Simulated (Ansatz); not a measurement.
# BN: band gap and smallest direct gap on path against volume per atom

Results calculated with Ansatz 0.2.0, not measured. Periodic Kohn-Sham DFT of a crystal at fixed atoms; Kohn-Sham levels at symmetry points; band -1 is the highest filled and +1 the lowest empty one at that point, spin up along a +z start moment.

Cell of the first row (space group F-43m, No. 216):
```
cell vectors (Å)
   0.0000     1.7706     1.7706
   1.7706     0.0000     1.7706
   1.7706     1.7706     0.0000
atoms (fractions of the cell vectors)
B   0.00000  0.00000  0.00000
N   0.75000  0.75000  0.75000
```

Settings of every row: method all-electron LAPW; functional PBE; relativity scalar; k mesh 13x13x13; filling fermi-dirac; smearing width 0.03 eV; basis error target 1 meV/atom; nucleus gaussian.

Atom start moment: 0 on all atoms.

Limits: semilocal functionals tend to give too small a gap.

| row | volume per atom (Å³) | band gap (eV) | smallest direct gap on path (eV) |
| --- | --- | --- | --- |
| 1 | 5.551 | 4.533 | 9.125 |
| 2 | 5.669 | 4.511 | 9.023 |
| 3 | 5.787 | ? | ? |
| 4 | 5.846 | 4.479 | 8.876 |
| 5 | 5.905 | 4.468 | 8.828 |
| 6 | 5.964 | 4.457 | 8.78 |
| 7 | 6.023 | 4.446 | 8.733 |
| 8 | 6.141 | 4.424 | 8.64 |
| 9 | 6.26 | 4.402 | 8.549 |

Question: what band gap and smallest direct gap on path should row 3 give?

Worked fit of band gap. Take t = volume per atom − 5.9, in Å³. The shown rows have t = -0.349, -0.231, -0.054, 0.005, 0.064, 0.123, 0.241, 0.36. Their means are 0.019875 and 4.465 eV; the sums about the means are S_tt = 0.3818 and S_ty = -0.07051, whose ratio is the slope. Least squares give band gap = 4.4687 − 0.1847 × t eV. All shown rows lie on it to the printed digit. The withheld row has t = -0.113, so the fit gives 4.4687 − 0.1847 × (-0.113) = 4.490 eV.

The calculation gave 4.49 eV. The fit meets it to the printed digit.

Worked fit of smallest direct gap on path. Take t = volume per atom − 5.9, in Å³. The shown rows have t = -0.349, -0.231, -0.054, 0.005, 0.064, 0.123, 0.241, 0.36. Least squares give smallest direct gap on path = 8.8318 − 0.8129 × t + 0.0759 × t² eV; a straight line predicts inner rows, each left out in turn, worse (root mean square 0.003 against 0.00041 eV). The rows lie off it by 0.000, -0.001, 0.000, 0.000, 0.000, 0.000, 0.000, 0.000. The withheld row has t = -0.113, so the fit gives 8.8318 − 0.8129 × (-0.113) + 0.0759 × (-0.113)² = 8.925 eV.

The calculation gave 8.924 eV. The fit lies 0.001 eV (0.17 % of the column's range) above it, one unit of the last digit.
